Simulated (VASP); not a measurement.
## In: electric field gradients with PBE

The system is In.

```
In
1.0
    -1.62547    1.62547    2.47370
     1.62547   -1.62547    2.47370
     1.62547    1.62547   -2.47370
In
1
Direct
  0.00000 0.00000 0.00000
```

```json
{"Program": "VASP 6.6.1", "Task": "electric field gradients", "Functional": "PBE", "Potentials or basis": "VASP PAW PBE potentials, release 64 (In_d)", "Cutoff": "520 eV", "k mesh": "14 × 14 × 14", "Occupations": "fermi-dirac, width 0.05 eV", "Spin": "no spin polarisation", "Further INCAR settings": "ALGO = Fast; EDIFF = 1e-07"}
```

```
Pressure               : 1.9 GPa
Band gap on the k mesh : none (metal or under the smearing width)
```

Stress tensor (GPa, compression positive):
```
1.82 0.00 0.00
0.00 1.82 0.00
0.00 0.00 2.08
```

Levels at points of the mesh, in eV from the Fermi level:
```csv
k point,band 4,band 5,band 6,band 7,band 8,band 9
"(0.00, 0.00, 0.00)",-14.57,-14.46,-9.59,10.50,10.50,10.68
"(0.50, 0.00, 0.00)",-14.37,-14.34,-4.35,-3.42,7.50,9.12
"(0.50, 0.50, 0.00)",-14.36,-14.27,-2.00,-1.69,3.48,3.91
"(0.50, 0.50, 0.50)",-14.33,-14.33,-2.97,-2.72,4.69,4.69
```

Electric field gradients, principal values (V/Å²):
```
atom      Vxx      Vyy     Vzz
1 In  -10.786  -10.786  21.572
```

Wall time 59 s on 1 thread of AMD EPYC 9R14 (Zen 4), on a shared host, peak memory 0.17 GiB.
